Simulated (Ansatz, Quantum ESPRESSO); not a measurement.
# NbP: programs and potentials compared

```
CELL_PARAMETERS angstrom
-1.67492 1.67492 5.74011
1.67492 -1.67492 5.74011
1.67492 1.67492 -5.74011
ATOMIC_POSITIONS crystal
Nb 0.24988 0.74988 0.50000
Nb 0.49988 0.49988 0.00000
P 0.83275 0.33275 0.50000
P 0.08275 0.08275 0.00000
```

The cell is a database's computed one, not the measured one.

Alike in all runs: task band structure; functional PBE; k mesh 11 × 11 × 11; occupations fermi-dirac, width 0.05 eV; no spin polarisation; no spin-orbit coupling. Pressure is positive in compression and, in plane waves, holds the error of the finite cutoff, which Ansatz's Pulay term estimates and takes out.

```tsv
program and potentials	plane-wave cutoff (eV)	notes	pressure (GPa)
Ansatz, Ansatz PAW	420	Pulay term of +0.03 GPa included	-1.08
Quantum ESPRESSO, PseudoDojo 0.4.1 SR PBE standard	1116	-	-1.00
Ansatz, all-electron LAPW, scalar-relativistic	-	-	?
```

Q: Estimate from the other rows what the run with Ansatz, all-electron LAPW, scalar-relativistic gave.

A: Pressure -1.07 GPa. The other rows, which needn't bracket it: pressure -1.08 to -1.00.
